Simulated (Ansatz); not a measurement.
**W (Fm-3m), symmetry broken, then relaxed**

These are results of DFT PBE, scalar-relativistic, plane waves, PAW in Ansatz, not measurements. The runs took a 420 eV cutoff, a Γ-centred 8×8×8 mesh and Gaussian smearing (0.15 eV). Spin–orbit coupling is left out, which can shift energies with elements as heavy as these. No spin polarisation. Energies are free energies at this smearing, counted from the undisturbed cell; pressure is positive in compression.

Reference structure (relaxed at this level):

```
W
1.0
     0.00000    4.03701   -4.03701
     4.03701    4.03701    0.00000
     4.03701    0.00000   -4.03701
W
8
Direct
  0.50000 0.00000 0.50000
  0.50000 0.50000 0.50000
  0.00000 0.00000 0.50000
  0.00000 0.50000 0.50000
  0.50000 0.00000 0.00000
  0.50000 0.50000 0.00000
  0.00000 0.00000 0.00000
  0.00000 0.50000 0.00000
```

The atoms are displaced (Å, in the unstrained cell):

| atom | ux | uy | uz |
| --- | --- | --- | --- |
| W1 | 0.009 | 0.337 | -0.346 |
| W2 | -0.059 | -0.076 | -0.231 |
| W3 | 0.329 | -0.077 | 0.087 |
| W4 | -0.222 | -0.159 | 0.364 |
| W5 | -0.165 | -0.013 | -0.438 |
| W6 | -0.087 | -0.033 | -0.027 |
| W7 | 0.048 | -0.260 | 0.362 |
| W8 | 0.148 | 0.280 | 0.229 |

Cell and atoms are then relaxed.

Task: Does the relaxation return to the undisturbed structure?

Result: No. It ends 483.4 meV/atom below it. The disturbance itself cost 1206.7 meV/atom. The final space group reads Im-3m (tolerance 0.05 Å) and the volume changes by -1.98 %.

Final structure:

```
CELL_PARAMETERS angstrom
0.00000 4.50130 -3.18303
4.50129 4.50130 0.00000
4.50129 0.00000 -3.18303
ATOMIC_POSITIONS crystal
W 0.50000 0.00000 0.50000
W 0.50000 0.50000 0.50000
W 0.00000 0.00000 0.50000
W 0.00000 0.50000 0.50000
W 0.50000 0.00000 0.00000
W 0.50000 0.50000 0.00000
W 0.00000 0.00000 0.00000
W 0.00000 0.50000 0.00000
```

The relaxation, step by step (energy from the first step; small jumps at an unchanged geometry come where the plane waves are selected anew for the new cell):

```tsv
step	ΔE (meV/atom)	largest force component (eV/Å)	pressure (GPa)
1	0.0	10.895	49.65
2	-927.9	3.006	-6.07
3	-1171.8	1.387	1.34
4	-1266.4	1.100	6.29
5	-1391.3	1.309	3.20
6	-1559.5	1.355	2.69
7	-1655.2	1.301	5.81
8	-1688.7	0.074	-0.52
9	-1688.9	0.001	0.08
10	-1688.9	0.000	0.00
11	-1690.1	0.000	0.07
12	-1690.1	0.000	0.00
13	-1690.1	0.000	0.00
```

Cost: 3 runs of about 15 core-minutes in all, on AMD EPYC 9R45 (Zen 5) (shared hosts).